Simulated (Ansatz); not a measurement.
**Zn: do energies and stresses tell the same story?**

Computed with Ansatz, DFT PBE, scalar-relativistic, plane waves, PAW.

Cutoff 420 eV; k points 18×18×18 on the computed 1-atom cell (Γ-centred); Gaussian smearing, width 0.10 eV; no spin polarisation.

Relaxed cell: Fm-3m, a = 3.929 Å, b = 3.929 Å, c = 3.929 Å, α = 90.00°, β = 90.00°, γ = 90.00°, 1 atom in the primitive cell. This fcc form isn't the element's structure at ambient conditions.

Energies at zero smearing and pressures from the stress tensor, at volumes with shape and atoms relaxed:
| V (Å³/atom) | E − E(first) (meV/atom) | P (GPa) |
| --- | --- | --- |
| 13.342 | 0.00 | 12.12 |
| 13.796 | -28.51 | 8.18 |
| 14.251 | -47.00 | 4.93 |
| 14.706 | -57.18 | 2.24 |
| 15.161 | -60.31 | -0.02 |
| 15.616 | -57.51 | -1.89 |
| 16.070 | -49.86 | -3.44 |
| 16.677 | -33.53 | -5.09 |

Problem. Check P = −dE/dV between neighbouring volumes, and get the bulk modulus from the pressures alone.

Solution. With 1 eV/Å³ = 160.2 GPa:
| middle V (Å³/atom) | −ΔE/ΔV (GPa) | mean P (GPa) |
| --- | --- | --- |
| 13.569 | 10.041 | 10.150 |
| 14.024 | 6.516 | 6.554 |
| 14.479 | 3.584 | 3.584 |
| 14.933 | 1.103 | 1.109 |
| 15.388 | -0.986 | -0.955 |
| 15.843 | -2.693 | -2.667 |
| 16.374 | -4.316 | -4.266 |

The two differ by 0.11 GPa at most. The mean of two end pressures misses the average over a step by about ΔV² P″/12, up to 0.06 GPa here; with that taken off 0.05 GPa remains. The stress is the derivative of the free energy, not of the energy at zero smearing, and with free energies 0.01 GPa remains. Around V = 15.161 Å³/atom, the two neighbours give B = −V ΔP/ΔV = 15.161 × 4.13 / 0.910 = 68.8 GPa, against B0 = 68.5 GPa from the Birch–Murnaghan fit of the energies.